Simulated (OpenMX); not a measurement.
The system is Sb.

```
CELL_PARAMETERS angstrom
0.00000 2.37124 2.37124
2.37124 0.00000 2.37124
2.37124 2.37124 0.00000
ATOMIC_POSITIONS crystal
Sb 0.00000 0.00000 0.00000
```

This isn't the form of Sb at room conditions, which is rhombohedral.

Base run:

* Program: OpenMX 3.8.5
* Functional: PBE
* Dispersion: D4
* Potentials or basis: OpenMX 2013 PBE set, Sb7.0-s3p2d2, grid cutoff 500 Ry
* k mesh: 7 × 7 × 7
* Occupations: fermi-dirac, width 0.05 eV
* Spin: no spin polarisation

Its results: band gap on the k mesh none (metal or under the smearing width); pressure 0.2 GPa.

Problem. The run is repeated on the same cell with these changes: dispersion from D4 to none. What comes out?

Solution. Band gap on the k mesh none (metal or under the smearing width); pressure 3.3 GPa.

Dispersion adds attraction, which lowers the pressure at fixed volume and, as a term added to the energy, leaves the levels alone.

Caveats: the basis of atomic orbitals isn't converged, which shifts pressures, moduli and gaps; pairwise dispersion overbinds metals, which lowers pressure and volume (some runs).
